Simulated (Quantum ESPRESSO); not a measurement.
**Al2O3: zone-centre phonons and dielectric response under several settings**

```xyz
10
Lattice="2.3803 1.3742 4.3319 -2.3803 1.3742 4.3319 0.0000 -2.7485 4.3319" Properties=species:S:1:pos:R:3 pbc="T T T"
Al    0.0000    0.0000    4.5765
Al    0.0000    0.0000    1.9213
Al    0.0000    0.0000    8.4191
Al    0.0000    0.0000   11.0743
O    -0.9203    1.3742    7.5808
O    -0.7300   -1.4841    7.5808
O     1.6503    0.1099    7.5808
O     0.9203   -1.3742    5.4148
O     0.7300    1.4841    5.4148
O    -1.6503   -0.1099    5.4148
```

All runs used Quantum ESPRESSO 7.5; k mesh 4 × 4 × 4; no spin polarisation; cutoff 1143 eV; occupations smeared at first, fixed for the response.

| level | potentials | geometry | volume (Å³/atom) | pressure (GPa) | lowest optical mode without the field (cm⁻¹) | highest optical mode without the field (cm⁻¹) | highest mode with the field (cm⁻¹) | ε∞ (mean) | ε0 (mean) | Born charge of atom 1 (e) |
| --- | --- | --- | --- | --- | --- | --- | --- | --- | --- | --- |
| LDA | PseudoDojo 0.4.1 SR LDA standard | relaxed cell | 8.25 | 0.0 | 314 | 759 | 876 | 3.18 | 9.7 | 2.93 |
| PBE | PseudoDojo 0.4.1 SR PBE standard | given cell, atoms relaxed | 8.50 | 6.0 | 304 | 751 | 863 | 3.19 | 9.9 | 2.94 |
| PBE | PseudoDojo 0.4.1 SR PBE standard | relaxed cell | ? | 0.0 | ? | ? | ? | ? | ? | ? |
| vdW-DF-cx | PseudoDojo 0.4.1 SR PBE standard | relaxed cell | 8.62 | 0.0 | 300 | 739 | 852 | 3.21 | 10.1 | 2.94 |

Q: What stands in the row left open?

A: Volume 8.71 Å³/atom; lowest optical mode without the field 291 cm⁻¹; highest optical mode without the field 723 cm⁻¹; highest mode with the field 839 cm⁻¹; ε∞ 3.22; ε0 10.5; Born charge of atom 1 2.95 e.

Caveats: on a mesh that holds Γ this program's dielectric tensor can be off by some percent beyond the error of the mesh; the cell is more than 3 GPa from zero pressure, which shifts response properties (some runs); the potentials were made for another functional, which shifts forces and pressure (some runs).

For the row left open. Caveat: on a mesh that holds Γ this program's dielectric tensor can be off by some percent beyond the error of the mesh.
